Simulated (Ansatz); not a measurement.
Zinc-blende AlSb, treated with r²SCAN in Ansatz (PAW).

Run with plane-wave cutoff 600 eV, 10×10×10 k mesh, scalar-relativistic PAW data made under PBE.

Computed at the level's own relaxed cell.

Elastic tensor (GPa, Voigt notation, ions relaxed):

```
   86.1    40.5    40.5     0.0     0.0     0.0
   40.5    86.1    40.5     0.0     0.0     0.0
   40.5    40.5    86.1     0.0     0.0     0.0
    0.0     0.0     0.0    41.2     0.0     0.0
    0.0     0.0     0.0     0.0    41.2     0.0
    0.0     0.0     0.0     0.0     0.0    41.2
```

Worked from these constants: the tetragonal shear constant is C′ = (C11 − C12)/2 = 22.8 GPa against C44 = 41.2 GPa, so the tetragonal shear is the softer. The Zener ratio C44/C′ is 1.81 (1 for an isotropic solid), and the Cauchy pressure C12 − C44 is -0.7 GPa. With C11 + 2C12 = 167.1 GPa all three Born conditions hold; they don't test modes at the zone boundary.

Measured, for comparison: elastic constant C11 87.7 GPa, elastic constant C12 43.4 GPa, elastic constant C44 40.8 GPa (temperature not stated, not corrected to a static lattice; as tabulated in Oses et al. (2018), arXiv:1811.08464). Computed (rounded) less measured: elastic constant C11 -2 %, elastic constant C12 -7 %, elastic constant C44 +1.0 %.

Computed values are for the static lattice.

Ansatz is a quantum-chemistry and plane-wave program.
